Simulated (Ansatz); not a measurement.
## Mechanical response of LiCl (Fm-3m)

```
CELL_PARAMETERS angstrom
0.00000 2.53141 2.53141
2.53141 0.00000 2.53141
2.53141 2.53141 0.00000
ATOMIC_POSITIONS crystal
Li 0.00000 0.00000 0.00000
Cl 0.50000 0.50000 0.50000
```

Conventional cell: a = 5.063 Å, b = 5.063 Å, c = 5.063 Å, α = 90.00°, β = 90.00°, γ = 90.00°. Around Li (atom 1) lie 6 Cl at 2.53 Å. Around Cl (atom 2) lie 6 Li at 2.53 Å.

Computed, not measured; unless marked otherwise by PBEsol, all-electron LAPW in Ansatz 0.2.0, scalar-relativistic. k mesh 8×8×8, fixed occupations, basis error target 1 meV/atom. The cell was relaxed by PAW under this functional.

The cell is cubic and carries a residual pressure of 0.01 GPa at this level. Each strain component that symmetry leaves independent is applied at ±0.003, the ions relax wherever a strain frees them, and the stress (tension positive, GPa) is read. Shears are engineering strains, γ = 2ε.

```csv
strain,size,σxx,σyy,σzz,σyz,σxz,σxy
xx,-0.003,-0.2049,-0.0741,-0.0741,0.0000,0.0000,0.0000
xx,+0.003,0.1763,0.0514,0.0514,0.0000,0.0000,0.0000
yz,-0.003,-0.0106,-0.0112,-0.0112,-0.0769,0.0000,0.0000
yz,+0.003,-0.0106,-0.0112,-0.0112,0.0769,0.0000,0.0000
```

A central difference gives one constant, for example C11 ≈ (0.1763 − (-0.2049))/(0.006) = 63.5 GPa; the program then imposes the crystal's symmetry on the whole matrix.

(1) What are the independent elastic constants?

(2) Do they meet the Born conditions?

(3) What moduli does a random aggregate of grains have?

(4) With the density of 2.170 g/cm³, how fast does sound travel, and what Debye temperature follows?

(5) How far do the constants move if PAW replaces LAPW in the same cell?

(6) What happens at 10 GPa (cell relaxed there)?

Answers

(1) C11 = 63.5, C12 = 20.9, C44 = 25.6 GPa.

(2) C11 − C12 = 42.6, C11 + 2C12 = 105.4 and C44 = 25.6 GPa must all be positive, so the crystal is elastically stable; that says nothing yet of its phonons.

(3) B = (C11 + 2C12)/3 = 35.1 GPa. G_V = (C11 − C12 + 3C44)/5 = 23.9 and G_R = 5(C11 − C12)C44/(4C44 + 3(C11 − C12)) = 23.7, so G_H = 23.8 GPa. Then E = 9BG/(3B + G) = 58.3 GPa, ν = (3B − 2G)/(6B + 2G) = 0.224 and B/G = 1.48, on the brittle side of Pugh's 1.75 (a rule of thumb, made for metals; it doesn't predict ductility here).

(4) 

```tsv
direction	slow (m/s)	middle (m/s)	fast (m/s)
[100]	3437	3437	5412
[110]	3134	3437	5593
[111]	3238	3238	5652
```

The mean of v⁻³ over directions and branches gives v_m = 3664 m/s and θ_D = (ħ/k_B) v_m (6π²n)^(1/3) = 431 K, n being atoms per volume. Young's modulus spans 53 to 62 GPa over directions, and the universal anisotropy index is 0.04.

(5) 

| constant | LAPW (GPa) | PAW (GPa) | difference |
| --- | --- | --- | --- |
| C11 | 63.5 | 63.5 | 0.0 |
| C12 | 20.9 | 21.1 | 0.2 |
| C44 | 25.6 | 25.5 | -0.1 |

(6) The volume falls to 0.8288 of its value, and C11 = 147.9, C12 = 37.4, C44 = 35.9 GPa (slopes of the stress), in this structure whether or not another phase takes over.

Keep in mind: the frozen-core PAW files of the compared runs were fitted under PBE, their cores solved anew for this functional.
